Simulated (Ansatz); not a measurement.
## CdS (Greenockite) under changes of volume

One of the cells (25.121 Å³/atom); the others are scaled copies at fixed shape and fractional positions:

```
CELL_PARAMETERS angstrom
4.15000 0.00000 0.00000
-2.07500 3.59401 0.00000
0.00000 0.00000 6.73700
ATOMIC_POSITIONS crystal
Cd 0.66667 0.33333 0.50000
Cd 0.33333 0.66667 0.00000
S 0.66667 0.33333 0.87500
S 0.33333 0.66667 0.37500
```

- Program: Ansatz 0.2.0
- Functional: PBE
- Potentials or basis: all-electron LAPW, scalar-relativistic
- Cutoff: 246 eV (chosen from the basis error)
- Basis error allowed: 0.001 eV/atom
- k mesh: 7 × 7 × 4
- Occupations: fermi-dirac, width 0.05 eV
- Spin: no spin polarisation

```csv
volume (Å³/atom),energy over the lowest point (meV/atom),pressure (GPa),gap on the mesh (eV),largest force (eV/Å)
23.614,?,?,?,?
24.116,27.51,4.9,1.29,0.076
24.618,14.49,3.4,1.24,0.072
25.121,5.86,2.1,1.20,0.068
25.623,1.16,0.9,1.15,0.064
26.126,0.00,-0.2,1.10,0.060
26.628,2.00,-1.1,1.06,0.057
```

Problem. What does the run at 23.614 Å³/atom give?

Solution. Energy over the lowest point 45.40 meV/atom; pressure 6.5 GPa; gap on the mesh 1.34 eV; largest force 0.081 eV/Å.

Worked out: A Birch-Murnaghan fit of order 3 (a polynomial in V^(-2/3)) to the other rows has its minimum at 26.05 Å³/atom with B0 = V·E''(V) = 53 GPa and B' = 4.6 at fixed shape and positions, which overstates the stiffness. It gives 45.42 meV/atom at 23.614 Å³/atom, against the run's 45.40, and -dE/dV = 6.6 GPa, against 6.5. A straight line through the other rows of the gap, of slope -2.34 eV per unit of ln V (its deformation potential), extrapolates to 1.34 eV, against the run's 1.34.

Energies are extrapolated to zero smearing.

Spin-orbit coupling on Cd is left out.
